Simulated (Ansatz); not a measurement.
**BeO under a change: uniaxial strain ε_xx = +2.69 %**

Start from BeO in the wurtzite structure (space group P6_3mc, No. 186; a = 2.690 Å, c = 4.370 Å). Axes: x lies along a and z along c of the hexagonal cell.

The change: the cell is stretched by 2.69 % along x with no lateral relaxation, atoms relaxed at fixed cell.

The values are results of DFT with r2SCAN, PAW potentials and a 500 eV plane-wave cutoff in Ansatz (a quantum-chemistry and plane-wave program), spin-orbit coupling left out, not measurements. Settings: 14×14×8 k-points, 0.05 eV Fermi–Dirac smearing.

The volume per atom goes up by 0.18 Å³ (6.85 Å³ → 7.03 Å³) and the space group becomes Cmc2_1 (No. 36) (base: P6_3mc (No. 186)). The shortest interatomic distance grows by 0.0077 Å, from 1.643 Å to 1.650 Å and the energy grows by 6.8 meV/atom. The pressure (mean of the normal stresses, compression positive) goes from zero to -56.5 kbar and the band gap falls by 0.34 eV, from 8.55 eV to 8.21 eV. The gap character is still direct at Γ and the electron mass goes from 0.53 mₑ along c, 0.61 mₑ across (at Γ) to 0.60 mₑ along y, 0.55 mₑ across (at Γ). The valence-band top at Γ (three highest levels, from the VBM) becomes 0.00, -0.04, -0.18 eV (base: 0.00, -0.04, -0.04 eV) and the stress (xx, yy, zz, yz, xz, xy; compression positive) amounts to (-11.46, -3.20, -2.29, 0.00, 0.00, 0.00) GPa.

Effective masses come from finite differences of ±0.01 Å⁻¹. Whether these cells are dynamically stable was not tested. Labels are those of the standard path for the cell's own space group.
